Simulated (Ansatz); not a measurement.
# EuS: the cost of one run

Method: DFT PBE+U, scalar-relativistic, plane waves, PAW, and further levels as typed in the inputs, in Ansatz 0.2.0.

The COD entry's cell or inner coordinates are ideal or old and differ from later refinements, so a difference from it is no clean test against experiment.

**1. The structure to begin with**

It takes space group Fm-3m (No. 225, cubic). Conventional cell: a = 5.957 Å, b = 5.957 Å, c = 5.957 Å, α = 90.00°, β = 90.00°, γ = 90.00°. Around Eu (site symmetry m-3m) lie 6 S at 2.98 Å. Around S (site symmetry m-3m) lie 6 Eu at 2.98 Å.

As a file:

```
Eu S
1.0
     0.00000    2.97850    2.97850
     2.97850    0.00000    2.97850
     2.97850    2.97850    0.00000
Eu S
1 1
Direct
  0.00000 0.00000 0.00000
  0.50000 0.50000 0.50000
```

The structure rests on an entry of the Crystallography Open Database; cell or positions may have been set otherwise for this series.

**2. Single point: EuS, moments +**

The input, input.yaml:

```yaml
crystal:
  lattice:
    - [0.0, 2.9785, 2.9785]
    - [2.9785, 0.0, 2.9785]
    - [2.9785, 2.9785, 0.0]
  atoms:
    - { symbol: Eu, position: [0.0, 0.0, 0.0], spin: 7.0 }
    - { symbol: S, position: [0.5, 0.5, 0.5] }
magnetization:
  spin_polarized: true
scf:
  occupations: { method: gaussian, width: 0.02 }
output:
  eigenvalues: true
  populations: true
  write_density: true
  write_potential: true
  elf: true
  volumetric_format: npy
hamiltonian:
  hubbard: { sites: [{ species: Eu, l: f, u_eff: linear-response }] }
  xc: pbe
kpoints:
  mp_grid: { grid: [10, 10, 10] }
```

On the command line:

```bash
> ansatz run input.yaml --threads 2 --pin off --max-ram 6144MiB --backend cpu --events-out ev --progress --plain --runs-dir out
```

Q: Estimate wall time and peak memory on 2 threads of Intel Xeon 6975P-C (Granite Rapids), shared host.

About 9.6 s, with a peak of 0.49 GiB.
